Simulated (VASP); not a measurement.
# MgI2 (P-3m1) in VASP: a series of runs, part 2 of 2

VASP 6.6.1. The steps go on from the part before.

### Step 5. Single point, PBEsol

INCAR reads:

```
SYSTEM = MgI2
PREC = Normal
ENCUT = 450
EDIFF = 1E-6
ISMEAR = 0
SIGMA = 0.05
LREAL = .FALSE.
LASPH = .TRUE.
NELM = 100
ALGO = Normal
ISIF = 2
LWAVE = .FALSE.
LCHARG = .FALSE.
GGA = PS
NBANDS = 15
ADDGRID = .FALSE.
```

KPOINTS reads:

```
regular mesh
0
G
  7 7 4
  0 0 0
```

POSCAR reads:

```
MgI2
1.0
    4.1400000000      0.0000000000      0.0000000000
   -2.0700000000      3.5853451717      0.0000000000
    0.0000000000      0.0000000000      6.8800000000
I Mg
2 1
Direct
    0.6666666667      0.3333333333      0.7500000000
    0.3333333333      0.6666666667      0.2500000000
    0.0000000000      0.0000000000      0.0000000000
```

Potentials or basis: VASP PAW PBE potentials, release 64 (I, Mg).

On the command line:

```
cat potpaw_PBE.64/I/POTCAR potpaw_PBE.64/Mg/POTCAR > POTCAR
mpirun -np 1 vasp_std > vasp.out
```

OUTCAR:

```text
SYSTEM = MgI2
   PREC = Normal
   ENCUT = 450
   EDIFF = 1E-6
   ISMEAR = 0
   LREAL = .FALSE.
   LASPH = .TRUE.
   NELM = 100
   ISIF = 2
   GGA = PS

 Found     28 irreducible k-points:

 Following reciprocal coordinates:
            Coordinates               Weight
  0.000000  0.000000  0.000000      1.000000
  0.142857 -0.000000  0.000000      6.000000
  0.285714 -0.000000  0.000000      6.000000
  0.428571  0.000000  0.000000      6.000000
  0.142857  0.142857  0.000000      6.000000
  0.285714  0.142857  0.000000     12.000000
   k-points           NKPTS =     28   k-points in BZ     NKDIM =     28   number of bands    NBANDS=     15
   number of dos      NEDOS =    301   number of ions     NIONS =      3
   total plane-waves  NPLWV =  20736
   dimension x,y,z NGX =    24 NGY =   24 NGZ =   36
   dimension x,y,z NGXF=    48 NGYF=   48 NGZF=   72
   ions per type =               2   1
   NGX,Y,Z   is equivalent  to a cutoff of   9.64,  9.64,  8.70 a.u.
   NGXF,Y,Z  is equivalent  to a cutoff of  19.27, 19.27, 17.40 a.u.
 SYSTEM =  MgI2
   PREC   = normal    normal or accurate (medium, high low for compatibility)
   ISTART =      0    job   : 0-new  1-cont  2-samecut
   ICHARG =      2    charge: 1-file 2-atom 10-const
   ISPIN  =      1    spin polarized calculation?
   LNONCOLLINEAR =      F non collinear calculations
   LSORBIT =      F    spin-orbit coupling
   LASPH  =      T    aspherical Exc in radial PAW
   ENCUT  =  450.0 eV  33.07 Ry    5.75 a.u.   7.16  7.16 11.90*2*pi/ulx,y,z
   NELM   =    100;   NELMIN=  2; NELMDL= -5     # of ELM steps
   EDIFF  = 0.1E-05   stopping-criterion for ELM
   LREAL  =      F    real-space projection
   EDIFFG = 0.1E-04   stopping-criterion for IOM
   NSW    =      0    number of steps for IOM
   IBRION =     -1    ionic relax: 0-MD 1-quasi-New 2-CG
   NFREE  =      0    steps in history (QN), initial steepest desc. (CG)
   ISIF   =      2    stress and relaxation
   ISYM   =      2    0-nonsym 1-usesym 2-fastsym
   POTIM  = 0.5000    time-step for ionic-motion
   TEBEG  =    0.0;   TEEND  =   0.0 temperature during run
   PSTRESS=    0.0 pullay stress
   NELECT =      16.0000    total number of electrons
   NUPDOWN=      -1.0000    fix difference up-down
   EMIN   =  10.00;   EMAX   =-10.00  energy-range for DOS
   EFERMI =   0.00;   METHOD = LEGACY
   ISMEAR =     0;   SIGMA  =   0.05  broadening in eV -4-tet -1-fermi 0-gaus
[... 23 lines left out ...]

 Free energy of the ion-electron system (eV)
  ---------------------------------------------------
  ext. energy  EPLUGINS =         0.00000000
  ---------------------------------------------------
  free energy    TOTEN  =        -8.40361861 eV

  energy without entropy =       -8.40361861  energy(sigma->0) =       -8.40361861

 E-fermi :   2.5345     XC(G=0):  -8.4220

 val. band max:        2.2608778082   @ k =   0.0000   0.0000   0.0000
 cond. band min:       5.6882765479   @ k =   0.0000   0.4286   0.2500
 fundamental gap:      3.4273987397
 Fermi energy:         2.5344641612

 k-point     1 :       0.0000    0.0000    0.0000
  band No.  band energies     occupation
      1      -9.8105      2.00000
      2      -9.1293      2.00000
      3      -1.3687      2.00000
      4       1.8912      2.00000
      5       1.8912      2.00000
      6       2.2398      2.00000
      7       2.2609      2.00000
      8       2.2609      2.00000
      9       5.7707      0.00000
     10       6.9850      0.00000
     11       9.0046      0.00000
     12       9.0046      0.00000
     13       9.5976      0.00000
     14      10.4397      0.00000
[... 77 lines left out ...]
      2      -8.8918      2.00000
      3      -0.9097      2.00000
      4      -0.2787      2.00000
      5       0.1168      2.00000
      6       0.8508      2.00000
      7       1.4311      2.00000
      8       1.6588      2.00000
      9       6.4286      0.00000
     10       8.1944      0.00000
     11       8.2781      0.00000
     12       9.0270      0.00000
     13       9.6881      0.00000
     14      10.2469      0.00000
     15      11.3738      0.00000

 [... further k-points ...]

------------------------ aborting loop because EDIFF is reached ----------------------------------------

  FORCE on cell =-STRESS in cart. coord.  units (eV):
  Direction    XX          YY          ZZ          XY          YZ          ZX
  --------------------------------------------------------------------------------------
  -------------------------------------------------------------------------------------
  Total       -0.4437425     -0.4437425     -0.7297476      0.0000000      0.0000000      0.0000000
  in kB       -6.9618053     -6.9618053    -11.4488925      0.0000000      0.0000000      0.0000000
  external PRESSURE =      -8.4575010 kB  Pullay stress =       0.0000000 kB

 VOLUME and BASIS-vectors are now :
 -----------------------------------------------------------------------------
  energy-cutoff  :      450.00
  volume of cell :      102.12
      direct lattice vectors                 reciprocal lattice vectors
     4.140000000  0.000000000  0.000000000     0.241545894  0.139456587  0.000000000
    -2.070000000  3.585345172  0.000000000     0.000000000  0.278913174  0.000000000
     0.000000000  0.000000000  6.880000000     0.000000000  0.000000000  0.145348837

 POSITION                                       TOTAL-FORCE (eV/Angst)
 -----------------------------------------------------------------------------------
      2.07000      1.19512      5.16000         0.000000      0.000000      0.299462
     -0.00000      2.39023      1.72000        -0.000000     -0.000000     -0.299462
      0.00000      0.00000      0.00000        -0.000000      0.000000      0.000000
 -----------------------------------------------------------------------------------
    total drift:                               -0.000000      0.000000     -0.000000

  FREE ENERGIE OF THE ION-ELECTRON SYSTEM (eV)
  ---------------------------------------------------
  free  energy   TOTEN  =        -8.4036186130 eV

  energy  without entropy=       -8.4036186130  energy(sigma->0) =       -8.40361861
```

OSZICAR:

```text
N       E                     dE             d eps       ncg     rms          rms(c)
DAV:   1     0.696632411346E+02    0.69663E+02   -0.52950E+03   840   0.744E+02
DAV:   2    -0.298271960967E+01   -0.72646E+02   -0.64926E+02  1202   0.126E+02
DAV:   3    -0.846881770065E+01   -0.54861E+01   -0.54603E+01  1127   0.396E+01
DAV:   4    -0.857105424602E+01   -0.10224E+00   -0.10223E+00  1202   0.651E+00
DAV:   5    -0.857202861855E+01   -0.97437E-03   -0.97437E-03  1120   0.567E-01    0.400E+00
DAV:   6    -0.843755276864E+01    0.13448E+00   -0.10302E-01   945   0.164E+00    0.266E+00
DAV:   7    -0.840600386837E+01    0.31549E-01   -0.10045E-01  1015   0.155E+00    0.659E-01
DAV:   8    -0.840367851680E+01    0.23254E-02   -0.72290E-03   959   0.482E-01    0.282E-01
DAV:   9    -0.840363389174E+01    0.44625E-04   -0.99637E-04  1113   0.182E-01    0.115E-01
DAV:  10    -0.840361788215E+01    0.16010E-04   -0.43294E-05  1029   0.434E-02    0.417E-02
DAV:  11    -0.840361861298E+01   -0.73083E-06   -0.49962E-06  1106   0.126E-02
   1 F= -.84036186E+01 E0= -.84036186E+01  d E =-.287295E-16
```

Wall time 9.6 s (1 thread of Intel Xeon Platinum 8488C (Sapphire Rapids), shared host); peak memory 0.17 GiB.

The run converged, but some of its settings lie outside the range that counts as converged, so its numbers aren't taken as properties of the crystal.

What came out:

| Property | Result |
| --- | --- |
| Free energy | -8.4036 eV |
| Pressure | -0.8 GPa |
| Largest force | 0.299 eV/Å |
| Band gap on the k mesh | 3.43 eV, indirect (least direct gap 3.51 eV) |

Caveat: the PAW data sets were made with another functional, which shifts forces and pressure a little; spin-orbit coupling is left out, which moves the levels of the heavy elements; an odd mesh through Γ misses points on the zone boundary, where band edges often lie; the cell's inner coordinates are idealised or old, which leaves forces on the atoms; this functional lacks dispersion, which binds the layers, so the pressure and a relaxed spacing across them are unreliable.

### Step 6. Single point, PBEsol

INCAR, as its differences from that of step 5:

```diff
@@ -1,3 +1,3 @@
 SYSTEM = MgI2
-PREC = Normal
+PREC = Accurate
 ENCUT = 450
@@ -6,3 +6,3 @@
 SIGMA = 0.05
-LREAL = .FALSE.
+LREAL = Auto
 LASPH = .TRUE.
```

KPOINTS is that of step 5.

POSCAR is that of step 5.

Potentials or basis: VASP PAW PBE potentials, release 64 (I, Mg).

On the command line:

```
cat potpaw_PBE.64/I/POTCAR potpaw_PBE.64/Mg/POTCAR > POTCAR
mpirun -np 1 vasp_std > vasp.out
```

It took 27 s on 1 thread of Intel Xeon Platinum 8488C (Sapphire Rapids), shared host; peak memory 0.19 GiB.

The run converged, but some of its settings lie outside the range that counts as converged, so its numbers aren't taken as properties of the crystal.

What came out:

* Free energy: -8.4051 eV
* Pressure: -0.9 GPa
* Largest force: 0.300 eV/Å
* Band gap on the k mesh: 3.43 eV, indirect (least direct gap 3.51 eV)

Caveat: the PAW data sets were made with another functional, which shifts forces and pressure a little; spin-orbit coupling is left out, which moves the levels of the heavy elements; an odd mesh through Γ misses points on the zone boundary, where band edges often lie; the cell's inner coordinates are idealised or old, which leaves forces on the atoms; this functional lacks dispersion, which binds the layers, so the pressure and a relaxed spacing across them are unreliable.
